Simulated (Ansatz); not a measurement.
# Zone-centre T1u phonon of electron-doped rocksalt PbSe at a fixed lattice in LDA

The frequency of the zone-centre T1u mode of rocksalt PbSe is calculated in LDA for a series of added electron densities, with the cell held at its undoped size. Each shift is measured from the carrier-free value of 54.8 cm⁻¹, without the LO-TO term, and a positive shift means a stiffer mode. PbSe is a thermoelectric material that is used heavily doped, and its soft polar mode scatters the acoustic phonons that carry heat. A force constant taken from the undoped crystal may therefore be wrong for the doped one. The question is how large the purely electronic part of the change is, and whether it grows in proportion to the electron density.

## Calculations

One crystal, PbSe (rocksalt) (known phase), relaxed without doping and held; electrons were added against a uniform background charge. The structures stem from measured cells of the Crystallography Open Database, directly or through a relaxation at another level; cell and atoms were relaxed at zero pressure at each row's own level, inside the symmetry of the start, with no thermal or zero-point expansion. Program: Ansatz 0.2.0, plane waves, LDA, the program's earlier default PAW potentials, scalar-relativistic without spin-orbit coupling, no spin polarisation. Wave-function cutoff 420 eV (the default for the potentials of each cell); on the k meshes (Γ-centred) the least product of divisions and cell-vector length runs from 51 to 129 Å. Occupations: fermi-dirac smearing of 0.03 eV or gaussian smearing of 0.01 eV. Harmonic modes at natural masses come from linear response (density functional perturbation theory), with the acoustic sum rule imposed.

Notes on method and selection:

- Harmonic values at the static lattice; measured values carry thermal expansion and anharmonic shifts at their temperature.
- The response is adiabatic; dopant atoms, the change of lattice constant and plasmon coupling are left out.
- Small carrier pockets are sampled coarsely, so shifts of a few tenths of a cm⁻¹ are noise.
- Runs that did not converge, have known faults, used another set of PAW files or may not be shown are not listed.

Columns:

- electron density (10²⁰ cm⁻³): density of added electrons.
- T1u shift (cm⁻¹): shift of the zone-centre T1u mode from its value 54.8 cm⁻¹ without carriers (no LO-TO term).
- pressure (GPa): pressure at the fixed cell, compression positive.

Input lines of one member:

```
kpoints:
  mp_grid: { grid: [30, 30, 30] }
hamiltonian:
  xc: lda
  pseudopotentials: { kind: paw, azcp: { folder: soft_1 }, xc_functional: pbe }
scf:
  occupations: { method: fermi_dirac, width: 0.03 }
output:
  eigenvalues: true
phonons:
  method: dfpt
```

Command (options for logging and memory left out): `ansatz run input.yaml --threads 4 --backend cpu`

## Numbers

| member | electron density (10²⁰ cm⁻³) | T1u shift (cm⁻¹) | pressure (GPa) |
| --- | --- | --- | --- |
| 0×10²⁰ | 0 | 0.00 | −0.00264 |
| 1×10²⁰ | 1 | ? | ? |
| 2×10²⁰ | 2 | 4.21 | 0.00190 |
| 4×10²⁰ | 4 | 6.28 | 0.00374 |
| 6×10²⁰ | 6 | 7.89 | 0.00869 |
| 10×10²⁰ | 10 | 10.42 | 0.01722 |
| 15×10²⁰ | 15 | 13.06 | 0.03646 |

Cells marked ? are withheld until the estimate has been made.

Least-squares fits to the members shown, with x = electron density (10²⁰ cm⁻³); R² and errors in the fitted variable (y, or ln y where the fit is in ln y):

| y | members | fit | R² | rms residual | leave-one-out rms | the same for the mean of the others |
| --- | --- | --- | --- | --- | --- | --- |
| T1u shift (cm⁻¹) | 6 | y = 2.020 + 0.8038 x | 0.93 | 1.1 | 2.1 | 5.1 |
| pressure (GPa) | 6 | y = −0.004715 + 0.002531 x | 0.97 | 0.0024 | 0.0049 | 0.016 |

## What drives the series

The mode hardens at every step among the members shown, and by 13.06 cm⁻¹ at 15×10²⁰ cm⁻³, which is 13.06 / 54.8 = 0.24 of the undoped frequency. The shift is not linear in density. From 0 to 2×10²⁰ cm⁻³ it rises by 4.21 / 2 = 2.1 cm⁻¹ per 10²⁰ cm⁻³, but from 10 to 15×10²⁰ cm⁻³ by only (13.06 − 10.42) / 5 = 0.53 in the same unit. The straight-line fit hides this curvature: it gives 2.020 cm⁻¹ at zero density, where the shift is zero by definition.

The hardening is what band filling should produce. In the undoped crystal the T1u displacement mixes occupied valence states with empty conduction states across the narrow gap at L. This mixing lowers the energy of the displaced crystal and so softens the mode. Added electrons occupy the conduction states near L and block the mixing where its energy denominator is smallest. The narrowing of the direct gap with doping would by itself favour softening, so it cannot be the source of the rise.

The same picture can account for the curvature, though the argument rests on the trend and not on a separation of the individual transitions. The first electrons block the most effective transitions, and later ones block transitions across larger energies. For nearly linear bands the blocked part of the squared frequency grows as n^(2/3), where n is the electron density. Between 2 and 15×10²⁰ cm⁻³ the change in squared frequency grows by a factor ((54.8 + 13.06)² − 54.8²) / ((54.8 + 4.21)² − 54.8²) = 3.3, against (15 / 2)^(2/3) = 3.8 for that law and 15 / 2 = 7.5 for proportionality.

The pressure at the fixed cell rises by only 0.03646 − (−0.00264) = 0.039 GPa over the series. The added charge is balanced only by a uniform background, so this pressure depends on the chosen zero of the mean potential. Its sign therefore does not show whether a neutral doped crystal would expand or contract. A doped sample would also feel its change of lattice constant, its dopant atoms and the coupling to plasmons, all left out here.

## A prediction

Plain estimates from the members shown:

- 1×10²⁰, fit at x = 1: 2.82 cm⁻¹
- 1×10²⁰, straight-line interpolation between 0×10²⁰ and 2×10²⁰: w = (1 − 0) / (2 − 0) = 0.500, so 0.00 + 0.500 × (4.21 − 0.00) = 2.10 cm⁻¹

Straight-line interpolation gives 2.10 cm⁻¹ at 1×10²⁰ cm⁻³, which should be too low because the shift bends downwards with density. The linear fit gives 2.82 cm⁻¹, but it misses the neighbouring members at 0 and 2×10²⁰ cm⁻³ and deserves no trust on its own account.

A local power law follows the curvature and vanishes at zero density. Its exponent from the two lowest doped members shown is ln(6.28 / 4.21) / ln(4 / 2) = 0.577, which gives 4.21 × (1 / 2)^0.577 = 2.82 cm⁻¹. The agreement with the linear fit is accidental.

The same route can be tried one step higher. The members at 4 and 6×10²⁰ cm⁻³ give an exponent of ln(7.89 / 6.28) / ln(6 / 4) = 0.563, and hence 6.28 × (2 / 4)^0.563 = 4.25 cm⁻¹ at 2×10²⁰ cm⁻³, against 4.21 calculated.

That miss of 0.04 cm⁻¹ is smaller than the sampling noise of a few tenths of a cm⁻¹, which therefore sets the error bar at 0.3 cm⁻¹. The smallest pocket is also the hardest to sample. A finite gap should make the dependence steeper at low density, which would put the result somewhat below the estimate, but the exponents shown give no firm size for such a correction and none is applied.

**Committed estimate, 1×10²⁰: T1u shift = 2.8 ± 0.3 cm⁻¹.**

## Outcome

| member | electron density (10²⁰ cm⁻³) | T1u shift (cm⁻¹) | pressure (GPa) |
| --- | --- | --- | --- |
| 1×10²⁰ | 1 | 2.84 | −0.00610 |

| member | estimate | T1u shift (cm⁻¹) | computed | estimate − computed | miss in error bars |
| --- | --- | --- | --- | --- | --- |
| 1×10²⁰ | committed | 2.80 | 2.84 | −0.04 | 0.1 |
| 1×10²⁰ | fit | 2.82 | 2.84 | −0.02 |  |
| 1×10²⁰ | interpolation | 2.10 | 2.84 | −0.73 |  |

The estimate of 2.8 ± 0.3 cm⁻¹ lies 0.04 cm⁻¹ below the computed 2.84, well inside its error bar. Straight-line interpolation fell short by 0.73 cm⁻¹, as the curvature led one to expect. The linear fit came as close as the power law, but only because the line happens to cross the curve near this density.

The local power law carried over to the lower density: the exponent between 1 and 2×10²⁰ cm⁻³ is ln(4.21 / 2.84) / ln(2 / 1) = 0.57, as it was higher up. The steepening expected above from a finite gap did not appear, and that expectation was misplaced at this density. It requires a filling energy small against the gap, whereas at 1×10²⁰ cm⁻³ the Fermi level already lies above the conduction-band edge by well over the gap.

The early, strong hardening fits the blocking of transitions across the gap at L. The squared frequency changes by a factor ((54.8 + 4.21)² − 54.8²) / ((54.8 + 2.84)² − 54.8²) = 1.50 from 1 to 2×10²⁰ cm⁻³, against 2^(2/3) = 1.59 for nearly linear bands, a difference within the sampling noise.

## Exceptions

Least-squares fits to the whole series, with x = electron density (10²⁰ cm⁻³); R² and errors in the fitted variable (y, or ln y where the fit is in ln y):

| y | members | fit | R² | rms residual | leave-one-out rms | the same for the mean of the others |
| --- | --- | --- | --- | --- | --- | --- |
| T1u shift (cm⁻¹) | 7 | y = 2.025 + 0.8034 x | 0.94 | 1.1 | 1.8 | 4.9 |
| pressure (GPa) | 7 | y = −0.005811 + 0.002630 x | 0.96 | 0.0026 | 0.0045 | 0.016 |

Largest departures from the fit to the whole series:

| member | T1u shift (cm⁻¹) | fit | computed − fit | in rms residuals |
| --- | --- | --- | --- | --- |
| 0×10²⁰ | 0.00 | 2.02 | −2.02 | 1.9 |
| 6×10²⁰ | 7.89 | 6.85 | +1.04 | 1.0 |
| 4×10²⁰ | 6.28 | 5.24 | +1.04 | 1.0 |
| 15×10²⁰ | 13.06 | 14.08 | −1.02 | 1.0 |

The largest departures come from fitting a straight line to a curve that bends downwards. The undoped member lies 2.02 cm⁻¹ below the line because its shift is zero by definition, while the line is pulled up by the rapid rise at low density. The members at 4 and 6×10²⁰ cm⁻³ each lie 1.04 cm⁻¹ above it, and the one at 15×10²⁰ cm⁻³ lies 1.02 cm⁻¹ below. Low ends and a high middle are the signature of curvature, and none of these members needs a separate chemical reason.

The pressure has a small irregularity of its own. It falls from −0.00264 GPa without carriers to −0.00610 GPa at 1×10²⁰ cm⁻³, then rises at every further step. This dip of −0.00264 − (−0.00610) = 0.0035 GPa is most likely numerical, since the smallest pocket is sampled by the fewest k points. The phonon shift at the same density shows no matching irregularity.

## Closing remarks

At a fixed lattice the mode hardens sublinearly from 1 to 15×10²⁰ cm⁻³. With n in 10²⁰ cm⁻³, the shift follows 2.84 × n^0.56 cm⁻¹. This form, adjusted to these same rows, misses the other doped members by at most 0.14 cm⁻¹, whereas the mean of the others misses by 4.9 cm⁻¹ rms. With the same settings and the same reference, a new density inside the range can be estimated to a few tenths of a cm⁻¹, the sampling noise. That error does not cover the reference itself. The value of 54.8 cm⁻¹ was called carrier-free above, but this is true only of the added charge: the smearing width of 0.03 eV is a sizeable fraction of the computed gap at L, so some electrons are excited across it even without doping and leave as many holes. These pairs also block part of the mixing, which probably makes the reference somewhat too stiff and all the shifts too small, by an amount not determined here. The exponents rest on the same zero and share this uncertainty, most of all at low density.

Both the size and the form of the hardening depend on the narrow gap at L, which LDA without spin-orbit coupling does not give reliably. With a wider gap the filling energy would exceed it only at higher densities, and the shift should begin closer to proportionality. Neither the prefactor nor the exponent can therefore be assumed to hold for the real crystal. The input also pairs the LDA functional with PAW potentials labelled for PBE, a further uncertainty in the absolute values.

The long-range polar field, omitted here, raises the longitudinal mode of the undoped crystal above the transverse one. In a doped sample, carrier screening and plasmon coupling reshape that branch, so the shifts given here apply to the transverse mode.

[Logs are printed without paths, hosts, clocks, repeated set-up lines and the standing remarks that a program may print on its own settings, such as how far it seeks lower states.]
